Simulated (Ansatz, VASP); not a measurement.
AlNi: VASP beside Ansatz

```xyz
2
Lattice="2.8810 0.0000 0.0000 0.0000 2.8810 0.0000 0.0000 0.0000 3.1115" Properties=species:S:1:pos:R:3 pbc="T T T"
Al    0.0000    0.0000    0.0000
Ni    1.4405    1.4405    1.5557
```

Change from the starting cell: strain +0.000 along x and y, +0.080 along z, atoms carried along.

Alike in both runs: task single point; functional PBE; k mesh 16 × 16 × 16; occupations gaussian, width 0.15 eV; no spin polarisation.

|  | VASP | Ansatz |
| --- | --- | --- |
| version | VASP 6.6.1 | Ansatz 0.2.0 |
| potentials or method | VASP PAW PBE potentials, release 64 (Al, Ni) | scalar-relativistic, plane waves, PAW |
| plane-wave cutoff (eV) | 520 | 420 |
| valence electrons in the cell | 13 | 21 |

```csv
,VASP,Ansatz,Ansatz less VASP
gap on the k mesh at the Fermi level (eV),none,none,-
pressure (GPa),-8.6,-8.7,-0.08
largest component of the traceless stress (GPa),2.46,2.39,-0.073
```

A gap of «none» marks a metal or a gap that the smearing closes. The two sets of potentials don't hold the same shells in valence.

Spin polarisation is off, so any magnetic state and its effect on volume and gap are missing.
